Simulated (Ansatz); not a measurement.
Runs of Ansatz 0.2.0 on CaF2 (Fluorite). It takes space group Fm-3m (No. 225, cubic). The conventional cell has a = 5.462 Å, b = 5.462 Å, c = 5.462 Å, α = 90.00°, β = 90.00°, γ = 90.00°. Ca (site symmetry m-3m) is surrounded by 8 F at 2.37 Å. F (site symmetry -43m) is surrounded by 4 Ca at 2.37 Å. 

```csv
task,level,k mesh,cutoff (eV),points for each segment of the path,mesh quality,gap on the mesh (eV),pressure (GPa),V0 of scaled cells (Å³/atom),B0 (GPa)
band structure,r2SCAN,8 × 8 × 8,500,14,not flagged,7.96,-1.1,-,-
band structure,PBE0,4 × 4 × 4,420,4,coarse,(a),0.1,-,-
equation of state,r2SCAN,8 × 8 × 8,500,-,not flagged,-,-,13.41,(b)
equation of state,PBEsol,8 × 8 × 8,420,-,not flagged,-,-,13.27,(c)
```

Alike in all rows: potentials or basis Ansatz PAW; no spin polarisation; cell as given; smearing fermi-dirac 0.05 eV.

Question: Fill in the values left out.

Answer: (a) 10.13; (b) 90; (c) 86.

Caveats: some runs use coarse meshes; the PAW data sets come from PBE, with cores solved anew for the run's functional, which leaves a small shift of forces and pressure (some runs); the thresholds are loose for stress (some runs); the PAW data sets were made with another functional, which shifts forces and pressure a little (some runs).

Runs at the PBE level aren't shown here.
